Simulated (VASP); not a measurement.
**VASP 6.6.1 run: CdS**

INCAR

```
ENCUT = 520
LWAVE = .FALSE.
GGA = 91
ISMEAR = -1
EDIFF = 1E-7
LCHARG = .FALSE.
NBANDS = 26
SIGMA = 0.02
IBRION = -1
ISIF = 2
LREAL = .FALSE.
NELM = 56
NSW = 0
PREC = Accurate
LASPH = .TRUE.
```

KPOINTS

```
KPOINTS created by Atomic Simulation Environment
0
Monkhorst-Pack
9 9 6
0 0 0
```

POSCAR

```
Cd S
 1.0000000000000000
     4.6404183262138199    0.0000000000000000    0.0000000000000000
    -2.3202091631069099    4.0187201546880322    0.0000000000000000
     0.0000000000000000    0.0000000000000000    6.0504691820999996
 Cd  S
   2   2
Cartesian
  0.0000000000000000  2.6791467697920215  1.5126172955249999
  2.3202091631069099  1.3395733848960107  4.5378518865749999
  2.3202091631069099  1.3395733848960107  1.5126172955249999
  0.0000000000000000  2.6791467697920215  4.5378518865749999
```

The recommended PBE PAW datasets give the neutral cell 36 valence electrons.

Command

```
mpirun -np 1 vasp_std
```

Task: Predict the outcome of this run.

Result: It converged. Results: gap between bands v and c on the k mesh 0.86 eV; least direct gap on the k mesh 1.12 eV; pressure -5.5 GPa. Band v is the last that the valence electrons fill when counted band by band, and c is the next.

OSZICAR

```
N       E                     dE             d eps       ncg     rms          rms(c)
DAV:   1     0.241818483758E+03    0.24182E+03   -0.17146E+04  1872   0.125E+03
DAV:   2     0.139233433429E+01   -0.24043E+03   -0.23174E+03  2118   0.310E+02
DAV:   3    -0.129522654311E+02   -0.14345E+02   -0.14248E+02  2140   0.739E+01
DAV:   4    -0.131275711255E+02   -0.17531E+00   -0.17509E+00  2120   0.778E+00
DAV:   5    -0.131302685571E+02   -0.26974E-02   -0.26973E-02  2216   0.995E-01    0.764E+00
DAV:   6    -0.118034795871E+02    0.13268E+01   -0.24326E+00  2244   0.142E+01    0.669E+00
DAV:   7    -0.117839789022E+02    0.19501E-01   -0.55647E-01  1952   0.403E+00    0.391E+00
DAV:   8    -0.117822297480E+02    0.17492E-02   -0.50625E-02  1994   0.208E+00    0.320E-01
DAV:   9    -0.117801216787E+02    0.21081E-02   -0.99493E-03  2136   0.975E-01    0.114E-01
DAV:  10    -0.117807859524E+02   -0.66427E-03   -0.14113E-03  1948   0.242E-01    0.122E-01
DAV:  11    -0.117809584983E+02   -0.17255E-03   -0.14401E-04  2036   0.624E-02    0.534E-02
DAV:  12    -0.117809763813E+02   -0.17883E-04   -0.58315E-05  1996   0.408E-02    0.684E-03
DAV:  13    -0.117809816448E+02   -0.52635E-05   -0.13209E-05  1990   0.251E-02    0.748E-03
DAV:  14    -0.117809815145E+02    0.13023E-06   -0.64448E-07  2220   0.830E-03    0.208E-03
DAV:  15    -0.117809816021E+02   -0.87597E-07   -0.20964E-07  1650   0.201E-03
   1 F= -.11780982E+02 E0= -.11780982E+02  d E =-.400183E-10
```

The shifted mesh misses Γ, so a band edge there is missed.

For comparison, a separate PBE run of the intended cell, on usual settings and not on those above, gives a gap of 0.57 eV on its mesh and a pressure of -5.4 GPa.
